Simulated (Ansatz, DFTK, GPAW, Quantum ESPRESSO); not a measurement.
Al2Au: 7 runs at one level of theory

```
Au Al
1.0
     0.00000    3.00000    3.00000
     3.00000    0.00000    3.00000
     3.00000    3.00000    0.00000
Au Al
1 2
Cartesian
  0.0000 0.0000 0.0000
  4.5000 4.5000 4.5000
  1.5000 1.5000 1.5000
```

Alike in all runs: task band structure; functional PBE; k mesh 8 × 8 × 8; occupations fermi-dirac, width 0.05 eV; no spin polarisation; no spin-orbit coupling. Pressure is positive in compression and, in plane waves, holds the error of the finite cutoff.

```tsv
program and potentials	plane-wave cutoff (eV)	notes	pressure (GPa)
Ansatz, all-electron LAPW, scalar-relativistic	-	-	?
DFTK, in-house norm-conserving set (PBE, scalar relativistic)	1034	8.33 valence electrons an atom on average	3.37
DFTK, SG15 1.2 (PBE)	1225	13.67 valence electrons an atom on average	3.27
DFTK, SPMS 1.0 (PBE)	1225	8.33 valence electrons an atom on average	3.27
DFTK, PseudoDojo SR PBE 0.5 stringent (PBE)	1034	8.33 valence electrons an atom on average	3.09
Quantum ESPRESSO, PseudoDojo 0.4.1 SR PBE standard	1034	8.33 valence electrons an atom on average	3.09
GPAW, GPAW PAW data sets (gpaw-data 1.2.1)	600	5.67 valence electrons an atom on average; this data set often lies off other programs	3.68
```

Question: Estimate from the other rows what the run with Ansatz, all-electron LAPW, scalar-relativistic gave.

Answer: Pressure 3.28 GPa. The other rows, which needn't bracket it: pressure 3.09 to 3.68.
